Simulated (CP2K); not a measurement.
Crystal: CaF2 (Fluorite).

```
Ca F
1.0
     3.86222    0.00000    0.00000
     1.93111    3.34478    0.00000
     1.93111    1.11493    3.15349
Ca F
1 2
Direct
  0.00000 0.00000 0.00000
  0.75000 0.75000 0.75000
  0.25000 0.25000 0.25000
```

Base run:

```yaml
Program: CP2K 2026.2
Functional: PBEsol
Potentials_or_basis: POTENTIAL_UZH Ca GTH-PBE-q10, F GTH-PBE-q7; TZVP-MOLOPT-PBE-GTH basis
Density_cutoff: 10204 eV
k_mesh: 8 × 8 × 8
Occupations: fermi-dirac, width 0.01 eV
Spin: no spin polarisation
```

Its results: band gap on the k mesh 7.02 eV, indirect (least direct gap 7.29 eV); pressure -0.6 GPa.

The run is repeated on the same cell with these changes: functional from PBEsol to PBE; eps_default from 1.0E-9 to 1.0E-10. What comes out?

Band gap on the k mesh 7.25 eV, indirect (least direct gap 7.52 eV); pressure 3.1 GPa.

Caveats: the basis of atomic orbitals isn't converged, which shifts pressures, moduli and gaps; the potentials were made for another functional, which shifts forces and pressure (some runs).
